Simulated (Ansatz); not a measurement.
Geometry optimisation in Ansatz: input, command and trajectory.

```yaml
crystal:
  lattice:
    - [2.0411666603, -2.0410547658, 0.1617017724]
    - [2.0411666603, 2.0410547658, 0.1617017724]
    - [-0.4033336075, 0.0, 5.0939216032]
  atoms:
    - { symbol: Cu, position: [0.0, 0.5, 0.0] }
    - { symbol: Cu, position: [0.5, 0.0, 0.5] }
    - { symbol: O, position: [0.4999908388, 0.5000091612, 0.25] }
    - { symbol: O, position: [0.5000091612, 0.4999908388, 0.75] }
basis:
  ecutwfc: 420
kpoints:
  mp_grid: { grid: [14, 14, 8] }
hamiltonian:
  xc: pbe
  hubbard: { sites: [{ species: Cu, l: d, u_eff: 4.0 }] }
scf:
  occupations: { method: gaussian, width: 0.1 }
output:
  forces: true
  stress: true
  eigenvalues: true
relax:
  adjacent_minimum: "off"
  f_tol: 0.01
  max_steps: 30
  cell: { stress_tol: 0.1, fix: [volume] }
```

```bash
ansatz run input.yaml --threads 1 --pin off --max-ram 2560MiB --backend cpu --events-out ev --progress --plain --runs-dir out
```

Theory: DFT PBE+U, scalar-relativistic, plane waves, PAW in Ansatz 0.2.0.

The volume is held at 0.94 times that of the relaxed cell.

Of 4 frames 3 are shown, positions in Å and forces in eV/Å; the SCF threshold varies from step to step. Steps run on the plane waves of an earlier cell, with a Pulay correction in the pressure. The basis is chosen afresh for the last frame, the zero of the energies, and at times for earlier ones too; energy and pressure step there, also at an unchanged geometry.

```xyz
4
Lattice="2.0412 -2.0411 0.1617 2.0412 2.0411 0.1617 -0.4033 0.0000 5.0939" Properties=species:S:1:pos:R:3:forces:R:3 pbc="T T T" step=1 free_energy_over_end_meV_per_atom=0.75 pressure_GPa=9.57
Cu    1.0206    1.0205    0.0809    0.0000    0.0000    0.0000
Cu    0.8189   -1.0205    2.6278    0.0000    0.0000    0.0000
O     1.9403    0.0000    1.4352    0.0000    0.0001    0.0000
O     1.7387    0.0000    3.9821    0.0000   -0.0001    0.0000
4
Lattice="2.0363 -2.0361 0.1613 2.0363 2.0361 0.1613 -0.4053 0.0000 5.1187" Properties=species:S:1:pos:R:3:forces:R:3 pbc="T T T" step=2 free_energy_over_end_meV_per_atom=0.22 pressure_GPa=9.22
Cu    1.0181    1.0180    0.0807    0.0000    0.0000    0.0000
Cu    0.8155   -1.0180    2.6400    0.0000    0.0000    0.0000
O     1.9349    0.0000    1.4410    0.0000    0.0001    0.0000
O     1.7323    0.0000    4.0003    0.0000   -0.0001    0.0000
4
Lattice="2.0314 -2.0310 0.1609 2.0314 2.0310 0.1609 -0.4073 0.0000 5.1438" Properties=species:S:1:pos:R:3:forces:R:3 pbc="T T T" step=4 free_energy_over_end_meV_per_atom=0.00 pressure_GPa=8.88
Cu    1.0157    1.0155    0.0805    0.0000    0.0000    0.0000
Cu    0.8121   -1.0155    2.6523    0.0000    0.0000    0.0000
O     1.9296    0.0000    1.4469    0.0000    0.0000    0.0000
O     1.7260    0.0000    4.0187    0.0000    0.0000    0.0000
```

It took 2.3 min on 1 thread of Arm Neoverse V2, with other jobs on the host, peak memory 0.96 GiB.

Spin polarisation was left out, and a magnetic state may lie lower.